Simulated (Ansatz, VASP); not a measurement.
# Al16H23O35F (hydroxylated alpha-Al2O3(0001) with 1 of its OH changed to F): VASP beside Ansatz, part 2 of 2

Aim: how closely do two programs agree when they are given the same cell, functional and k mesh? The cell is taken from a series of runs on this material, whose earlier steps may have relaxed, scaled, displaced or heated it; both programs get it as it stands.

VASP 6.6.1 and Ansatz 0.2.0.

So far: The structure; Ansatz: single point, r2SCAN with D4, pair 1; VASP: single point, r2SCAN with D4, pair 1; Side by side.

## (5) VASP: single point, r2SCAN with D4, pair 2

Level of this step: r2SCAN with D4; plane waves and PAW (Al, O, F, H) (VASP).

A single point gives forces, pressure and levels at one fixed geometry, so differences don't come from the geometry; what else differs is listed under the comparison. This pair takes another cell of the material, with 74 atoms against 75 for the pair before.

INCAR reads:

```
SYSTEM = Al8H11O17F
PREC = Accurate
ENCUT = 580
EDIFF = 1E-06
NELM = 120
ISMEAR = -1
SIGMA = 0.025
LREAL = Auto
ALGO = Normal
METAGGA = R2SCAN
IVDW = 13
VDW_S6 = 1
VDW_S8 = 0.6018749
VDW_A1 = 0.51559235
VDW_A2 = 5.77342911
LASPH = .TRUE.
NBANDS = 200
LORBIT = 11
LWAVE = .FALSE.
LCHARG = .FALSE.
ISIF = 2
GGA_COMPAT = .FALSE.
EFERMI = MIDGAP
LMIXTAU = .TRUE.
NCORE = 2
```

POSCAR reads:

```
Al8H11O17F
1.0
    9.5800000000      0.0000000000      0.0000000000
   -4.7900000000      8.2965200000      0.0000000000
    0.0000000000      0.0000000000     22.3000000000
Al O F H
16 34 2 22
Direct
    0.0046600000      0.9996700000      0.1450600000
    0.3413300000      0.1727600000      0.2280200000
    0.1724300000      0.3344700000      0.1296000000
    0.1716700000      0.3344600000      0.2446100000
    0.0072000000      0.5040200000      0.1434100000
    0.3352000000      0.6700800000      0.2277600000
    0.1806800000      0.8417700000      0.1301000000
    0.1744400000      0.8373900000      0.2446100000
    0.5093000000      0.0047800000      0.1435100000
    0.8411900000      0.1696900000      0.2298000000
    0.6721900000      0.3389200000      0.1289500000
    0.6772500000      0.3341200000      0.2426800000
    0.5026900000      0.5041700000      0.1444600000
    0.8407700000      0.6712300000      0.2264900000
    0.6754600000      0.8400300000      0.1284000000
    0.6703000000      0.8355400000      0.2424500000
    0.1602700000      0.9971300000      0.0889700000
    0.0068400000      0.1599200000      0.0907500000
    0.3459300000      0.3509900000      0.0885200000
    0.5024300000      0.1803200000      0.2834800000
    0.3339600000      0.3237300000      0.2838600000
    0.1821100000      0.0113200000      0.2824700000
    0.0173700000      0.3367300000      0.1856500000
    0.1729900000      0.1799900000      0.1861000000
    0.3263800000      0.4929300000      0.1862900000
    0.1596300000      0.4936300000      0.0878200000
    0.0216800000      0.6704600000      0.0869200000
    0.3514200000      0.8535900000      0.0894800000
    0.3319200000      0.8203600000      0.2836300000
    0.1842800000      0.5096500000      0.2817000000
    0.0185200000      0.8369700000      0.1869100000
    0.1708700000      0.6807400000      0.1860700000
    0.3297700000      0.9943100000      0.1866100000
    0.6638400000      0.0001500000      0.0896100000
    0.5103600000      0.1652800000      0.0895900000
    0.8434000000      0.3540000000      0.0865200000
    0.9992600000      0.1744700000      0.2836600000
    0.8343400000      0.3226400000      0.2827900000
    0.6792500000      0.0060500000      0.2823100000
    0.5190700000      0.3380800000      0.1858300000
    0.6750300000      0.1834100000      0.1858600000
    0.8287800000      0.4950300000      0.1846000000
    0.6570700000      0.4980900000      0.0875200000
    0.5079300000      0.6672700000      0.0914000000
    0.8466500000      0.8477700000      0.0892100000
    0.9970300000      0.6732700000      0.2818800000
    0.8183800000      0.8101600000      0.2859900000
    0.5178600000      0.8361300000      0.1869700000
    0.6712200000      0.6789900000      0.1863600000
    0.8289100000      0.9893100000      0.1877600000
    0.4980300000      0.6749300000      0.2811600000
    0.6870300000      0.5049800000      0.2812400000
    0.1007200000      0.9521100000      0.0521400000
    0.0272200000      0.1362200000      0.0506200000
    0.3456300000      0.2483400000      0.0878900000
    0.4891700000      0.2230600000      0.3210100000
    0.4321200000      0.4282400000      0.2843000000
    0.2253400000      0.0353000000      0.3226300000
    0.1122600000      0.4521700000      0.0489000000
    0.0738300000      0.6651600000      0.0504100000
    0.3578200000      0.7547600000      0.0872000000
    0.4361800000      0.9201100000      0.2866200000
    0.2223400000      0.5366700000      0.3224500000
    0.7692300000      0.0985400000      0.0872600000
    0.5290700000      0.1315200000      0.0508900000
    0.8534500000      0.4100800000      0.0491900000
    0.0087700000      0.0775800000      0.2853000000
    0.9375400000      0.4229600000      0.2861700000
    0.7297500000      0.0359800000      0.3213600000
    0.5922200000      0.4557300000      0.0515200000
    0.5164100000      0.6479300000      0.0493900000
    0.8409700000      0.7428200000      0.0878000000
    0.9779900000      0.7016800000      0.3213600000
    0.7644900000      0.7422900000      0.3202800000
```

KPOINTS reads:

```
Automatic mesh
0
Gamma
1 1 1
0 0 0
```

Potentials, in the order of the species: Al, O, F and H (PBE family, release 64).

Launch:

```sh
$ mpirun -np 8 vasp_gam
```

Numbers of over 12 decimals in the logs are rounded to 6 here.

The log of the run:

```text
[banner, memory and clock lines left out]
running    8 mpi-ranks, on    1 nodes
[...]
[... a notice as in an earlier step ...]

 LDA part: xc-table for (None), standard interpolation
 POSCAR, INCAR and KPOINTS ok, starting setup
[...]
entering main loop
       N       E                     dE             d eps       ncg     rms          rms(c)
DAV:   1     0.277700729306E+04    0.27770E+04   -0.15572E+05   432   0.138E+03
DAV:   2    -0.297256830205E+03   -0.30743E+04   -0.29605E+04   512   0.335E+02
DAV:   3    -0.691152991793E+03   -0.39390E+03   -0.39191E+03   488   0.125E+02
DAV:   4    -0.700221053835E+03   -0.90681E+01   -0.90388E+01   488   0.218E+01
[...]
DAV:  60    -0.561436350611E+03   -0.71299E-04   -0.65242E-06   368   0.987E-03    0.103E-03
DAV:  61    -0.561436377846E+03   -0.27235E-04   -0.87687E-06   392   0.110E-02    0.712E-04
DAV:  62    -0.561436377237E+03    0.60961E-06   -0.12068E-06   288   0.497E-03
   1 F= -.56479484E+03 E0= -.56479484E+03  d E =0.000000E+00
```

Parts of OUTCAR (step 5):

```text
  FREE ENERGIE OF THE ION-ELECTRON SYSTEM (eV)
  ---------------------------------------------------
  free  energy   TOTEN  =      -564.7948364792 eV

  energy  without entropy=     -564.7948364792  energy(sigma->0) =     -564.79483648
```

## (6) Ansatz: single point, r2SCAN with D4, pair 2

The same cell, functional, mesh and smearing now go to Ansatz, which takes its cutoff from its data sets.

The cell is taken from a series of runs on this material, whose earlier steps may have relaxed, scaled, displaced or heated it; both programs get it as it stands.

input.yaml reads:

```yaml
crystal:
  lattice:
    - [9.58, 0.0, 0.0]
    - [-4.79, 8.29652, 0.0]
    - [0.0, 0.0, 22.3]
  atoms:
    - { symbol: Al, position: [0.00466, 0.99967, 0.14506] }
    - { symbol: Al, position: [0.34133, 0.17276, 0.22802] }
    - { symbol: Al, position: [0.17243, 0.33447, 0.1296] }
    - { symbol: Al, position: [0.17167, 0.33446, 0.24461] }
    - { symbol: O, position: [0.16027, 0.99713, 0.08897] }
    - { symbol: O, position: [0.00684, 0.15992, 0.09075] }
    - { symbol: O, position: [0.34593, 0.35099, 0.08852] }
    - { symbol: O, position: [0.50243, 0.18032, 0.28348] }
    - { symbol: O, position: [0.33396, 0.32373, 0.28386] }
    - { symbol: O, position: [0.18211, 0.01132, 0.28247] }
    - { symbol: O, position: [0.01737, 0.33673, 0.18565] }
    - { symbol: O, position: [0.17299, 0.17999, 0.1861] }
    - { symbol: O, position: [0.32638, 0.49293, 0.18629] }
    - { symbol: Al, position: [0.0072, 0.50402, 0.14341] }
    - { symbol: Al, position: [0.3352, 0.67008, 0.22776] }
    - { symbol: Al, position: [0.18068, 0.84177, 0.1301] }
    - { symbol: Al, position: [0.17444, 0.83739, 0.24461] }
    - { symbol: O, position: [0.15963, 0.49363, 0.08782] }
    - { symbol: O, position: [0.02168, 0.67046, 0.08692] }
    - { symbol: O, position: [0.35142, 0.85359, 0.08948] }
    - { symbol: F, position: [0.49803, 0.67493, 0.28116] }
    - { symbol: O, position: [0.33192, 0.82036, 0.28363] }
    - { symbol: O, position: [0.18428, 0.50965, 0.2817] }
    - { symbol: O, position: [0.01852, 0.83697, 0.18691] }
    - { symbol: O, position: [0.17087, 0.68074, 0.18607] }
    - { symbol: O, position: [0.32977, 0.99431, 0.18661] }
    - { symbol: Al, position: [0.5093, 0.00478, 0.14351] }
    - { symbol: Al, position: [0.84119, 0.16969, 0.2298] }
    - { symbol: Al, position: [0.67219, 0.33892, 0.12895] }
    - { symbol: Al, position: [0.67725, 0.33412, 0.24268] }
    - { symbol: O, position: [0.66384, 0.00015, 0.08961] }
    - { symbol: O, position: [0.51036, 0.16528, 0.08959] }
    - { symbol: O, position: [0.8434, 0.354, 0.08652] }
    - { symbol: O, position: [0.99926, 0.17447, 0.28366] }
    - { symbol: O, position: [0.83434, 0.32264, 0.28279] }
    - { symbol: O, position: [0.67925, 0.00605, 0.28231] }
    - { symbol: O, position: [0.51907, 0.33808, 0.18583] }
    - { symbol: O, position: [0.67503, 0.18341, 0.18586] }
    - { symbol: O, position: [0.82878, 0.49503, 0.1846] }
    - { symbol: Al, position: [0.50269, 0.50417, 0.14446] }
    - { symbol: Al, position: [0.84077, 0.67123, 0.22649] }
    - { symbol: Al, position: [0.67546, 0.84003, 0.1284] }
    - { symbol: Al, position: [0.6703, 0.83554, 0.24245] }
    - { symbol: O, position: [0.65707, 0.49809, 0.08752] }
    - { symbol: O, position: [0.50793, 0.66727, 0.0914] }
    - { symbol: O, position: [0.84665, 0.84777, 0.08921] }
    - { symbol: O, position: [0.99703, 0.67327, 0.28188] }
    - { symbol: O, position: [0.81838, 0.81016, 0.28599] }
    - { symbol: F, position: [0.68703, 0.50498, 0.28124] }
    - { symbol: O, position: [0.51786, 0.83613, 0.18697] }
    - { symbol: O, position: [0.67122, 0.67899, 0.18636] }
    - { symbol: O, position: [0.82891, 0.98931, 0.18776] }
    - { symbol: H, position: [0.10072, 0.95211, 0.05214] }
    - { symbol: H, position: [0.02722, 0.13622, 0.05062] }
    - { symbol: H, position: [0.34563, 0.24834, 0.08789] }
    - { symbol: H, position: [0.48917, 0.22306, 0.32101] }
    - { symbol: H, position: [0.43212, 0.42824, 0.2843] }
    - { symbol: H, position: [0.22534, 0.0353, 0.32263] }
    - { symbol: H, position: [0.11226, 0.45217, 0.0489] }
    - { symbol: H, position: [0.07383, 0.66516, 0.05041] }
    - { symbol: H, position: [0.35782, 0.75476, 0.0872] }
    - { symbol: H, position: [0.43618, 0.92011, 0.28662] }
    - { symbol: H, position: [0.22234, 0.53667, 0.32245] }
    - { symbol: H, position: [0.76923, 0.09854, 0.08726] }
    - { symbol: H, position: [0.52907, 0.13152, 0.05089] }
    - { symbol: H, position: [0.85345, 0.41008, 0.04919] }
    - { symbol: H, position: [0.00877, 0.07758, 0.2853] }
    - { symbol: H, position: [0.93754, 0.42296, 0.28617] }
    - { symbol: H, position: [0.72975, 0.03598, 0.32136] }
    - { symbol: H, position: [0.59222, 0.45573, 0.05152] }
    - { symbol: H, position: [0.51641, 0.64793, 0.04939] }
    - { symbol: H, position: [0.84097, 0.74282, 0.0878] }
    - { symbol: H, position: [0.97799, 0.70168, 0.32136] }
    - { symbol: H, position: [0.76449, 0.74229, 0.32028] }
kpoints:
  mp_grid: { grid: [1, 1, 1] }
hamiltonian:
  xc: r2scan
  dispersion: d4
scf:
  occupations: { method: fermi_dirac, width: 0.025 }
output:
  forces: true
```

Launch:

```sh
$ ansatz run input.yaml --threads 4 --pin off --max-ram 8192MiB --backend cpu --events-out ev --progress --plain --runs-dir out
```

The log of the run:

```text
[...]
Crystal: 74 atoms, lattice volume = 1772.419 Å³
Basis set: ecut = 500 eV, 45111 PW (Γ), exchange–correlation on 288×288×720 points (64 copies of the dense FFT grid, shifted against one another)
Bands: 218, of which v1, the nominal top of the filled ones, is band 144 counted from 1 (143 counted from 0)
Symmetry: 1 space group operations
[...]
k-points: 1
[...]
atom   5  O     -0.11461146    -0.29453675    -0.03892046
  atom   6  O      0.28869095     0.03874634    -0.14230852
  atom   7  O      0.03971451    -0.34963565     0.27975500
  atom   8  O     -0.17844055     0.33144076     0.06608525
[...]
atom  71  H     -0.04282006     0.10362354     0.53926504
  atom  72  H     -0.27551769     0.44045407    -0.00853704
  atom  73  H      0.17385621    -0.12958586    -0.35264264
  atom  74  H      0.08717370     0.25117254    -0.29778345
  max |Σ_I F_I| component: 8.91e-5 eV/Å
[key lines of the parts left out:]
SCF converged after 8 iterations
Free energy (F): -30024.870440 eV
Fermi energy:    -0.207176 eV
```

## (7) Side by side

The two programs side by side:

| quantity | Ansatz | VASP | difference |
| --- | --- | --- | --- |
| gap on the k mesh (eV) | 5.235 | 5.216 | +0.019 |

Forces on 8 of the 74 atoms, those with the largest forces and the largest differences (eV/Å; atoms numbered as in POSCAR):

| atom | Ansatz x, y, z | VASP x, y, z |
| --- | --- | --- |
| H54 | -0.146, 0.092, 0.494 | -0.111, 0.050, 0.331 |
| H59 | 0.104, 0.104, 0.514 | 0.065, 0.058, 0.347 |
| H60 | -0.248, 0.034, 0.463 | -0.165, 0.024, 0.306 |
| H65 | -0.137, 0.116, 0.507 | -0.099, 0.054, 0.359 |
| H66 | 0.035, -0.185, 0.543 | 0.016, -0.111, 0.384 |
| H70 | 0.212, 0.162, 0.491 | 0.135, 0.116, 0.343 |
| H71 | -0.043, 0.104, 0.539 | -0.035, 0.071, 0.376 |
| H74 | 0.087, 0.251, -0.298 | 0.066, 0.158, -0.148 |

The forces differ by 71 meV/Å r.m.s., which is 45.7 % of the r.m.s. force of 0.156 eV/Å (both taken over all components). A gap on the mesh is an upper bound, since the band edges may lie between its points. With vacuum in the cell, a pressure given here is an average over mostly empty space and none of the material.

## (8) What came out

- r.m.s. force difference (single point, r2SCAN with D4, pair 1): 72 meV/Å
- r.m.s. force difference (single point, r2SCAN with D4, pair 2): 71 meV/Å

The r.m.s. force difference is 72 meV/Å (single point, r2SCAN with D4, pair 1), beyond the 12 meV/Å picked in this series as the mark of a large difference. What causes the difference of the single point, r2SCAN with D4, pair 1 pair stays open here. What causes the difference of the single point, r2SCAN with D4, pair 2 pair stays open here. Such differences can come from data sets, numerical settings and the points named under the comparisons, not from the functional's error against experiment.

[Lines on the potential files, build, host, timing and source positions are cut from VASP's logs without a mark.]

[Logs are printed without paths, hosts, clocks, repeated set-up lines and the standing remarks that a program may print on its own settings, such as how far it seeks lower states.]

[Hosts, paths, dates, database ids (printed as entryN), source tags and the programs' standing remarks are cut or masked in the printed files.]
